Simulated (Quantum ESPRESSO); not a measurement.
The system is Te2Pt.

```
CELL_PARAMETERS angstrom
4.01800 0.00000 0.00000
-2.00900 3.47969 0.00000
0.00000 0.00000 5.21200
ATOMIC_POSITIONS crystal
Te 0.33333 0.66667 0.25000
Te 0.66667 0.33333 0.75000
Pt 0.00000 0.00000 0.00000
```

Base run:

```yaml
Program: Quantum ESPRESSO 7.5
Functional: PW91
Potentials_or_basis: PseudoDojo 0.4.1 SR PBEsol standard
Cutoff: 1143 eV
Density_cutoff: 4572 eV
k_mesh: 6 × 6 × 4
Occupations: gaussian, width 0.05 eV
Spin: collinear spin, ferromagnetic start
Starting_moments: "[0.0, 0.0, 4.0] μB"
Hubbard_terms: Pt d U = 5 eV
```

Its results: band gap on the k mesh none (metal or under the smearing width); pressure 7.0 GPa; net moment 0.00 μB per cell; largest force 0.922 eV/Å.

Problem. After a change of settings the same cell gave: band gap on the k mesh none (metal or under the smearing width); pressure 8.8 GPa; net moment 0.00 μB per cell; largest force 0.952 eV/Å. Which change was it?
A. functional from PW91 to LDA
B. functional from PW91 to PBEsol
C. functional from PW91 to RPBE

Solution. C.

RPBE binds less tightly than PW91, so the same cell stands under more pressure.

Caveats: the potentials were made for another functional, which shifts forces and pressure; the U is typed as a test and isn't derived for this compound.

Runs at the PBE level aren't shown here.
